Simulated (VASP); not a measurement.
The system is Sr.

```
Sr
1.0
    -2.43500    2.43500    2.43500
     2.43500   -2.43500    2.43500
     2.43500    2.43500   -2.43500
Sr
1
Direct
  0.00000 0.00000 0.00000
```

This isn't the form of Sr at room conditions, which is fcc.

| Quantity | Value |
| --- | --- |
| Program | VASP 6.6.1 |
| Task | relaxation of cell and atoms |
| Functional | B3LYP |
| Dispersion | D3(BJ) |
| Potentials or basis | VASP PAW PBE potentials, release 64 (Sr_sv) |
| Cutoff | 600 eV |
| k mesh | 4 × 4 × 4 |
| Occupations | methfessel-paxton, width 0.2 eV |
| Spin | no spin polarisation |

At the start: pressure -1.7 GPa; volume 57.75 Å³/atom.

Problem. Where does the relaxation end?

Solution. Over 4 steps the energy falls by 48.6 meV/atom and the volume is 49.56 Å³/atom (-14.2 %); space group Im-3m (No. 229, to 0.05 Å).

The path:
```csv
step,energy change (eV),largest force (eV/Å),pressure (GPa),volume (Å³)
1,0.0000,0.0000,-1.69,57.75
2,-0.0399,0.0000,-0.82,52.80
3,-0.0485,0.0000,-0.11,49.97
4,-0.0486,0.0000,0.00,49.56
```

Final structure:
```
Sr
1.0
    -2.31397    2.31397    2.31397
     2.31397   -2.31397    2.31397
     2.31397    2.31397   -2.31397
Sr
1
Direct
  0.00000 0.00000 0.00000
```

Caveat: the k mesh is coarse (spacing up to 0.46 Å⁻¹), so the values aren't converged, least of all with exact exchange; the PAW data sets were made with another functional, which shifts forces and pressure a little; the volume moved by -14 % from the deposited cell, more than functionals usually miss; pairwise dispersion overbinds metals, which lowers pressure and volume.
